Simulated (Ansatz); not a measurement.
Crystal: HgTe (Coloradoite).

```
Hg Te
1.0
     0.00000    3.21450    3.21450
     3.21450    0.00000    3.21450
     3.21450    3.21450    0.00000
Hg Te
1 1
Direct
  0.00000 0.00000 0.00000
  0.75000 0.75000 0.75000
```

Base run:

* Program: Ansatz 0.2.0
* Functional: PBEsol
* Potentials or basis: Ansatz PAW
* Cutoff: 420 eV (not typed: the program's choice for these potentials)
* k mesh: 7 × 7 × 7
* Occupations: fermi-dirac, width 0.05 eV
* Spin: spin-orbit coupling, no magnetisation

Its results: band gap on the k mesh none (metal or under the smearing width); pressure 1.3 GPa.

Problem. After a change of settings the same cell gave: band gap on the k mesh none (metal or under the smearing width); pressure 1.8 GPa. Which change was it?
A. functional from PBEsol to r2SCAN; cutoff from 420 eV (not typed: the program's choice for these potentials) to 500 eV (not typed: the program's choice for these potentials); spin from spin-orbit coupling, no magnetisation to no spin polarisation; potential files from those of the base run to others of the same set
B. k mesh from 7 × 7 × 7 to 6 × 6 × 6; spin from spin-orbit coupling, no magnetisation to no spin polarisation; potential files from those of the base run to others of the same set
C. functional from PBEsol to LDA; spin from spin-orbit coupling, no magnetisation to no spin polarisation; potential files from those of the base run to others of the same set

Solution. B.

Caveats: the PAW data sets come from PBE, with cores solved anew for the run's functional, which leaves a small shift of forces and pressure.

Runs at the PBE level aren't shown here.
